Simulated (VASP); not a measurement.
V:

```
CELL_PARAMETERS angstrom
0.00000 1.89500 1.89500
1.89500 0.00000 1.89500
1.89500 1.89500 0.00000
ATOMIC_POSITIONS crystal
V 0.00000 0.00000 0.00000
```

This isn't the form of V at room conditions, which is bcc.

* Program: VASP 6.6.1
* Task: single point
* Functional: PBE
* Potentials or basis: VASP PAW PBE potentials, release 64 (V_sv)
* Cutoff: 520 eV
* k mesh: 12 × 12 × 12
* Occupations: fermi-dirac, width 0.05 eV
* Spin: collinear spin, ferromagnetic start
* Starting moments: [2.0] μB

On this cell: pressure 4.0 GPa; net moment 0.00 μB per cell; band gap on the k mesh none (metal or under the smearing width).

The same run follows on a disturbed copy (cell strained at random at fixed volume):

```
V
1.0
    -0.04747    1.88866    1.88323
     1.86445   -0.04351    1.87927
     1.85524    1.87549   -0.03430
V
1
Direct
  0.98639 0.98489 0.01687
```

Question: What does the disturbed cell give?

Answer: The energy (extrapolated to zero smearing) moves by +1.7 meV/atom; pressure 3.9 GPa; net moment 0.00 μB per cell; band gap on the k mesh none (metal or under the smearing width).

Stress tensor (GPa, compression positive):
```
2.37 0.47 0.49
0.47 5.14 0.41
0.49 0.41 4.28
```
